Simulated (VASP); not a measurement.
# Nb (Im-3m) in VASP: settings compared

The runs below take Nb through single point, electron localisation function, with LDA, LDA+U.

All numbers are computed with VASP 6.6.1; they aren't measurements. Logs are shortened: lines on timing, memory, paths and dates and some standing lists are left out, and cuts for length are marked.

## Step 1: The structure

The structure is cubic, space group Im-3m (No. 229). Conventional cell: a = 3.328 Å, b = 3.328 Å, c = 3.328 Å, α = 90.00°, β = 90.00°, γ = 90.00°. Around Nb (site symmetry m-3m) lie 8 Nb at 2.88 Å.

## Step 2: Single point, LDA

Input file run.py:

```python
from ase.calculators.vasp import Vasp
from ase.dft.bandgap import bandgap
from ase.io import read

atoms = read('POSCAR')
calc = Vasp(
    directory='calc',
    xc='lda',
    pp='LDA',
    setups='recommended',
    pp_version='54',
    prec='Accurate',
    encut=520,
    ediff=1e-07,
    ismear=0,
    sigma=0.1,
    lreal=False,
    lasph=True,
    nelm=80,
    algo='Normal',
    isif=2,
    lwave=False,
    lcharg=False,
    kpts=[11, 11, 11],
    gamma=True,
)
atoms.calc = calc

print('energy (eV):', atoms.get_potential_energy())
print('free energy (eV):', atoms.get_potential_energy(force_consistent=True))
print('forces (eV/A):')
print(atoms.get_forces())
print('stress (eV/A^3, Voigt):', atoms.get_stress())
print('Fermi level (eV):', calc.get_fermi_level())
gap, top, bottom = bandgap(calc)
print('band gap (eV):', gap, 'from (spin, k, band)', top, 'to', bottom)
```

Input file POSCAR:

```
Nb
1.0
   -1.6639500000      1.6639500000      1.6639500000
    1.6639500000     -1.6639500000      1.6639500000
    1.6639500000      1.6639500000     -1.6639500000
Nb
1
Direct
    0.0000000000      0.0000000000      0.0000000000
```

Potentials or basis: VASP PAW LDA potentials, release 54 (Nb_sv).

The run is started by

```
$ python run.py
```

Output:

```text
energy (eV): -11.19512143
free energy (eV): -11.19989805
forces (eV/A):
[[ 0.  0. -0.]]
stress (eV/A^3, Voigt): [ 0.07288038  0.07288038  0.07288038 -0.         -0.         -0.        ]
Fermi level (eV): 10.61934707
band gap (eV): 0.0 from (spin, k, band) (None, None, None) to (None, None, None)
```

OUTCAR:

```text
ENCUT = 520.000000
   EDIFF = 1.00e-07
   PREC = Accurate
   ISIF = 2
   ISMEAR = 0
   NELM = 80
   LASPH = .TRUE.
   LREAL = .FALSE.

 ion  position               nearest neighbor table
   1  0.000  0.000  0.000-

  LATTYP: Found a body centered cubic cell.
 ALAT       =     3.3279000000

  Lattice vectors:

 A1 = (  -1.6639500000,   1.6639500000,   1.6639500000)
 A2 = (   1.6639500000,  -1.6639500000,   1.6639500000)
 A3 = (   1.6639500000,   1.6639500000,  -1.6639500000)

Analysis of symmetry for initial positions (statically):
=====================================================================
 Subroutine PRICEL returns:
 Original cell was already a primitive cell.

 Routine SETGRP: Setting up the symmetry group for a
 body centered cubic supercell.

 Subroutine GETGRP returns: Found 48 space group operations
 (whereof 48 operations were pure point group operations)
 out of a pool of 48 trial point group operations.

The static configuration has the point symmetry O_h .

Analysis of symmetry for dynamics (positions and initial velocities):
=====================================================================
 Subroutine PRICEL returns:
 Original cell was already a primitive cell.

 Routine SETGRP: Setting up the symmetry group for a
 body centered cubic supercell.

 Subroutine GETGRP returns: Found 48 space group operations
 (whereof 48 operations were pure point group operations)
 out of a pool of 48 trial point group operations.

The dynamic configuration has the point symmetry O_h .

 Subroutine INISYM returns: Found 48 space group operations
 (whereof 48 operations are pure point group operations),
 and found     1 'primitive' translations

----------------------------------------------------------------------------------------

                                     Primitive cell

  volume of cell :      18.4281

  direct lattice vectors                    reciprocal lattice vectors
    -1.663950000  1.663950000  1.663950000     0.000000000  0.300489798  0.300489798
     1.663950000 -1.663950000  1.663950000     0.300489798  0.000000000  0.300489798
     1.663950000  1.663950000 -1.663950000     0.300489798  0.300489798  0.000000000

  length of vectors
     2.882045941  2.882045941  2.882045941     0.424956748  0.424956748  0.424956748

  position of ions in fractional coordinates (direct lattice)
     0.000000000  0.000000000  0.000000000

  ion indices of the primitive-cell ions
   primitive index   ion index
                 1           1

----------------------------------------------------------------------------------------

 KPOINTS: KPOINTS created by Atomic Simulation Env

Automatic generation of k-mesh.
 Grid dimensions read from file:
 generate k-points for:   11   11   11

 Generating k-lattice:

  Cartesian coordinates                     Fractional coordinates (reciprocal lattice)
     0.000000000  0.027317254  0.027317254     0.090909091  0.000000000  0.000000000
     0.027317254  0.000000000  0.027317254     0.000000000  0.090909091  0.000000000
     0.027317254  0.027317254  0.000000000     0.000000000  0.000000000  0.090909091

  Length of vectors
     0.038632432  0.038632432  0.038632432

  Shift w.r.t. Gamma in fractional coordinates (k-lattice)
     0.000000000  0.000000000  0.000000000

 Subroutine IBZKPT returns following result:
 ===========================================

 Found     56 irreducible k-points:

 Following reciprocal coordinates:
            Coordinates               Weight
  0.000000  0.000000  0.000000      1.000000
  0.090909  0.000000  0.000000     12.000000
  0.181818  0.000000  0.000000     12.000000
  0.272727  0.000000  0.000000     12.000000
  0.363636  0.000000  0.000000     12.000000
  0.454545  0.000000  0.000000     12.000000
[... 16 lines left out ...]
  0.272727  0.181818  0.090909     48.000000
  0.363636  0.181818  0.090909     24.000000
 [... further k-points ...]
   k-points           NKPTS =     56   k-points in BZ     NKDIM =     56   number of bands    NBANDS=     10
   number of dos      NEDOS =    301   number of ions     NIONS =      1
   total plane-waves  NPLWV =  13824
   dimension x,y,z NGX =    24 NGY =   24 NGZ =   24
   dimension x,y,z NGXF=    48 NGYF=   48 NGZF=   48
   ions per type =               1
   NGX,Y,Z   is equivalent  to a cutoff of  13.84, 13.84, 13.84 a.u.
   NGXF,Y,Z  is equivalent  to a cutoff of  27.69, 27.69, 27.69 a.u.
 SYSTEM =  unknown system
   PREC   = accura    normal or accurate (medium, high low for compatibility)
   ISTART =      0    job   : 0-new  1-cont  2-samecut
   ICHARG =      2    charge: 1-file 2-atom 10-const
   ISPIN  =      1    spin polarized calculation?
   LNONCOLLINEAR =      F non collinear calculations
   LSORBIT =      F    spin-orbit coupling
   LASPH  =      T    aspherical Exc in radial PAW
   ENCUT  =  520.0 eV  38.22 Ry    6.18 a.u.   5.36  5.36  5.36*2*pi/ulx,y,z
   NELM   =     80;   NELMIN=  2; NELMDL= -5     # of ELM steps
   EDIFF  = 0.1E-06   stopping-criterion for ELM
   LREAL  =      F    real-space projection
   EDIFFG = 0.1E-05   stopping-criterion for IOM
   NSW    =      0    number of steps for IOM
   IBRION =     -1    ionic relax: 0-MD 1-quasi-New 2-CG
   NFREE  =      0    steps in history (QN), initial steepest desc. (CG)
   ISIF   =      2    stress and relaxation
   ISYM   =      2    0-nonsym 1-usesym 2-fastsym
   POTIM  = 0.5000    time-step for ionic-motion
   TEBEG  =    0.0;   TEEND  =   0.0 temperature during run
   PSTRESS=    0.0 pullay stress
   NELECT =      13.0000    total number of electrons
   NUPDOWN=      -1.0000    fix difference up-down
   EMIN   =  10.00;   EMAX   =-10.00  energy-range for DOS
   EFERMI =   0.00;   METHOD = LEGACY
   ISMEAR =     0;   SIGMA  =   0.10  broadening in eV -4-tet -1-fermi 0-gaus
   EFERMI_NEDOS =   21; number of points for ismear=-14 and -15
   IALGO  =     38    algorithm
   IMIX   =      4    mixing-type and parameters
     AMIX     =   0.40;   BMIX     =  1.00
     AMIX_MAG =   1.60;   BMIX_MAG =  1.00
  volume/ion in A,a.u.               =      18.43       124.36
  Fermi-wavevector in a.u.,A,eV,Ry     =   1.457345  2.753983 28.896790  2.123854
  Thomas-Fermi vector in A             =   2.574157
   LORBIT       =      0    0 simple, 1 ext, 2 COOP (PROOUT), +10 PAW based schemes
   GGA     = CA    functional components
   LHFCALC =     F    Hartree Fock is set to
   AEXX    =    0.0000 exact exchange contribution
   IVDW    =     0    specifies the selected vdW correction
   LEPSILON=     F    determine dielectric tensor
   LRPA    =     F    only Hartree local field effects (RPA)
 non-spin polarized calculation
 Gauss-broadening in eV      SIGMA  =   0.10
  energy-cutoff  :      520.00
  volume of cell :       18.43
 maximum number of plane-waves:       531
 NGX is ok and might be reduce to    24
   NGX = 11   NGY = 11   NGZ = 11

 number of electron      12.9999999 magnetization

 Free energy of the ion-electron system (eV)
  ---------------------------------------------------
  ext. energy  EPLUGINS =         0.00000000
  ---------------------------------------------------
  free energy    TOTEN  =       -11.19989805 eV

  energy without entropy =      -11.19034481  energy(sigma->0) =      -11.19512143

 E-fermi :  10.6193     XC(G=0): -12.5997

 val. band max:       10.6044749376   @ k =  -0.1818   0.1818   0.0909
 cond. band min:      10.6636168209   @ k =   0.0909   0.0909   0.0000
 fundamental gap:      0.0591418832
 Fermi energy:        10.6193470745

 k-point     1 :       0.0000    0.0000    0.0000
  band No.  band energies     occupation
      1     -43.4354      2.00000
      2     -18.9320      2.00000
      3     -18.9320      2.00000
      4     -18.9320      2.00000
      5       4.7889      2.00000
      6      11.0098      0.00000
      7      11.0098      0.00000
      8      11.0098      0.00000
      9      13.8345      0.00000
     10      13.8345      0.00000
[... 287 lines left out ...]
 k-point    24 :       0.3636    0.1818    0.0909
  band No.  band energies     occupation
      1     -43.1939      2.00000
      2     -19.9904      2.00000
      3     -19.5136      2.00000
      4     -19.1447      2.00000
      5       8.3220      2.00000
      6       9.1344      2.00000
      7      10.9780      0.00000
      8      14.2053      0.00000
      9      14.5965      0.00000
     10      19.5296      0.00000

 [... further k-points ...]

------------------------ aborting loop because EDIFF is reached ----------------------------------------

  FORCE on cell =-STRESS in cart. coord.  units (eV):
  Direction    XX          YY          ZZ          XY          YZ          ZX
  --------------------------------------------------------------------------------------
  -------------------------------------------------------------------------------------
  Total       -1.3430471     -1.3430471     -1.3430471      0.0000000      0.0000000      0.0000000
  in kB     -116.7672424   -116.7672424   -116.7672424      0.0000000      0.0000000      0.0000000
  external PRESSURE =    -116.7672424 kB  Pullay stress =       0.0000000 kB

 VOLUME and BASIS-vectors are now :
 -----------------------------------------------------------------------------
  energy-cutoff  :      520.00
  volume of cell :       18.43
      direct lattice vectors                 reciprocal lattice vectors
    -1.663950000  1.663950000  1.663950000     0.000000000  0.300489798  0.300489798
     1.663950000 -1.663950000  1.663950000     0.300489798  0.000000000  0.300489798
     1.663950000  1.663950000 -1.663950000     0.300489798  0.300489798  0.000000000

 POSITION                                       TOTAL-FORCE (eV/Angst)
 -----------------------------------------------------------------------------------
      0.00000      0.00000      0.00000         0.000000      0.000000     -0.000000
 -----------------------------------------------------------------------------------
    total drift:                                0.000000      0.000000      0.000000

  FREE ENERGIE OF THE ION-ELECTRON SYSTEM (eV)
  ---------------------------------------------------
  free  energy   TOTEN  =       -11.1998980470 eV

  energy  without entropy=      -11.1903448064  energy(sigma->0) =      -11.19512143
```

INCAR:

```text
ENCUT = 520.000000
SIGMA = 0.100000
EDIFF = 1.00e-07
ALGO = Normal
PREC = Accurate
ISIF = 2
ISMEAR = 0
NELM = 80
LASPH = .TRUE.
LCHARG = .FALSE.
LWAVE = .FALSE.
LREAL = .FALSE.
```

Run time: 13 s. Hardware: 1 thread of Intel Xeon Platinum 8488C (Sapphire Rapids), shared host; peak memory 0.13 GiB.

What came out:

```
Free energy            : -11.1999 eV
Pressure               : -11.7 GPa
Band gap on the k mesh : none (metal or under the smearing width)
```

## Step 3: Electron localisation function, LDA+U (volume scaled by 0.8)

Input file INCAR:

```
SYSTEM = Nb
ALGO     = Fast           ! electronic algorithm
EDIFF    = 1E-7           ! SCF threshold, eV
ENCUT    = 520            ! plane-wave cutoff, eV
GGA      = CA             ! functional
ISIF     = 2              ! what is computed and relaxed
ISMEAR   = -1             ! smearing method
LASPH    = .TRUE.         ! aspherical terms in the spheres
LCHARG   = .TRUE.         ! write CHGCAR
LDAU     = .TRUE.         ! DFT+U
LDAUJ    = 0            
LDAUL    = 2              ! shell
LDAUPRINT= 1            
LDAUTYPE = 2            
LDAUU    = 7              ! U, eV
LELF     = .TRUE.         ! ELF
LMAXMIX  = 4              ! l up to which the mixer works
LREAL    = .FALSE.        ! projectors in reciprocal space
LWAVE    = .FALSE.        ! write WAVECAR
NELM     = 100            ! most SCF steps
PREC     = Accurate       ! precision mode
SIGMA    = 0.05           ! smearing width, eV
```

Input file KPOINTS:

```
k-points
0
G
  11 11 11
  0 0 0
```

Input file POSCAR:

```
Nb
1.0
   -1.5446743479      1.5446743479      1.5446743479
    1.5446743479     -1.5446743479      1.5446743479
    1.5446743479      1.5446743479     -1.5446743479
Nb
1
Direct
    0.0000000000      0.0000000000      0.0000000000
```

Potentials or basis: VASP PAW LDA potentials, release 64 (Nb_sv).

The run is started by

```
$ cat potpaw_LDA.64/Nb_sv/POTCAR > POTCAR
$ mpirun -np 1 vasp_std > vasp.out
```

Run time: 18 s. Hardware: 1 thread of Intel Xeon Platinum 8488C (Sapphire Rapids), shared host; peak memory 0.12 GiB.

It converged, with:

| Item | Value |
| --- | --- |
| Free energy | -4.3242 eV |
| Pressure | 74.6 GPa |
| Band gap on the k mesh | none (metal or under the smearing width) |

Levels at points of the mesh, in eV from the Fermi level:
```tsv
k point	band 2	band 3	band 4	band 5	band 6	band 7	band 8	band 9	band 10
(0.00, 0.00, 0.00)	-29.89	-29.89	-29.89	-7.06	0.58	0.58	0.58	4.66	4.66
```

Eigenvalues of the final occupation matrices:
```csv
site,spin,trace,eigenvalues
site 1 d,1,1.16,0.18 0.18 0.27 0.27 0.27
site 1 d,2,1.16,0.18 0.18 0.27 0.27 0.27
```

Caveat: U without spin polarisation on a metal has little footing; the U is typed as a test and isn't derived for this compound.
